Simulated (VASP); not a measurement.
Set up this calculation in VASP 6.6.1, as the native input.

| Property | Result |
| --- | --- |
| Task | relaxation of cell and atoms |
| Functional | r2SCAN |
| Potentials or basis | VASP PAW PBE potentials, release 64 (Y_sv) |
| Cutoff | 600 eV |
| k mesh | 14 × 14 × 8 |
| Occupations | methfessel-paxton, width 0.1 eV |
| Spin | no spin polarisation |
| Further INCAR settings | ALGO = Normal; EDIFF = 1e-06; IBRION = 2; EDIFFG = -0.005; NSW = 40; ISIF = 3 |

The structure of Y lies in POSCAR:

```
Y
1.0
    3.6000000000      0.0000000000      0.0000000000
   -1.8000000000      3.1176914500      0.0000000000
    0.0000000000      0.0000000000      5.6200000000
Y
2
Direct
    0.3333333300      0.6666666700      0.2500000000
    0.6666666700      0.3333333300      0.7500000000
```

The cell was built by a generator and needn't be a form met in nature.

These files were run (other wordings do the same):

INCAR

```
PREC     = Accurate       # precision mode
ENCUT    = 600            # plane-wave cutoff, eV
EDIFF    = 1E-6           # SCF threshold, eV
ISMEAR   = 1              # smearing method
SIGMA    = 0.1            # smearing width, eV
LREAL    = False          # projectors in reciprocal space
LASPH    = True           # aspherical terms in the spheres
NELM     = 120            # most SCF steps
ALGO     = Normal         # electronic algorithm
ISIF     = 3              # what is computed and relaxed
LWAVE    = False          # write WAVECAR
LCHARG   = False          # write CHGCAR
METAGGA  = R2SCAN         # meta-GGA
LMIXTAU  = True         
IBRION   = 2              # ionic algorithm
NSW      = 40             # ionic steps
EDIFFG   = -0.005         # ionic threshold
```

KPOINTS

```
regular mesh
0
Gamma
  14 14 8
```

Potentials or basis: VASP PAW PBE potentials, release 64 (Y_sv).

Run with:

```bash
$ cat potpaw_PBE.64/Y_sv/POTCAR > POTCAR
$ mpirun -np 1 vasp_std > vasp.out
```

Results of the run:

The relaxed volume is 33.46 Å³/atom and the relaxed cell is a = 3.683 Å, b = 3.683 Å, c = 5.695 Å, α = 90.00°, β = 90.00°, γ = 120.00°. The space group after relaxing (to 0.05 Å) is P6_3/mmc (No. 194). The energy gained by relaxing is 15.8 meV/atom. The ionic steps are 7. The pressure after relaxing is 0.0 GPa and the band gap on the k mesh is none (metal or under the smearing width).

Caveat: the PAW data sets were made with another functional, which shifts forces and pressure a little.

Wall time 29 min on 1 thread of Intel(R) Xeon(R) 6975P-C (Granite Rapids), on a shared host, peak memory 0.33 GiB.
